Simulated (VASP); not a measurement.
Write the native input for VASP 6.6.1 that does the following.

| Item | Value |
| --- | --- |
| Task | single point |
| Functional | PBE |
| Dispersion | D3(BJ) |
| Potentials or basis | VASP PAW PBE potentials, release 64 (C) |
| Cutoff | 520 eV |
| k mesh | 21 × 21 × 1 |
| Occupations | gaussian, width 0.1 eV |
| Spin | no spin polarisation |
| Dipole correction | yes |
| Further INCAR settings | ALGO = Normal; EDIFF = 1e-06; NBANDS = 11 |

The structure of C lies in POSCAR:

```
C
1.0
    2.4657189596      0.0000000000      0.0000000000
   -1.2328594798      2.1353752576      0.0000000000
    0.0000000000      0.0000000000     28.0000000000
C
2
Direct
    0.3333333333      0.6666666667      0.5000000000
    0.6666666667      0.3333333333      0.5000000000
```

The cell was built by a generator and needn't be a form met in nature.

One way to write it, as run:

INCAR

```
ALGO     = Normal         # electronic algorithm
DIPOL    = 0.5 0.5 0.500
EDIFF    = 1E-6           # SCF threshold, eV
ENCUT    = 520            # plane-wave cutoff, eV
GGA      = PE             # functional
IDIPOL   = 3            
ISIF     = 2              # what is computed and relaxed
ISMEAR   = 0              # smearing method
IVDW     = 12             # dispersion correction
LASPH    = True           # aspherical terms in the spheres
LCHARG   = False          # write CHGCAR
LDIPOL   = True         
LREAL    = False          # projectors in reciprocal space
LWAVE    = False          # write WAVECAR
NBANDS   = 11             # bands
NELM     = 80             # most SCF steps
PREC     = Accurate       # precision mode
SIGMA    = 0.1            # smearing width, eV
```

KPOINTS

```
k-points
0
Gamma
  21 21 1
```

Potentials or basis: VASP PAW PBE potentials, release 64 (C).

Command:

```sh
$ cat potpaw_PBE.64/C/POTCAR > POTCAR
$ mpirun -np 1 vasp_std > vasp.out
```

It gave:

* Band gap on the k mesh: none (metal or under the smearing width)
* Dispersion energy per atom: -0.089 eV

Run time: 3.3 min on 1 thread of AMD EPYC 7R43 64-Core Processor (Zen 3) (shared host), peak memory 0.24 GiB.
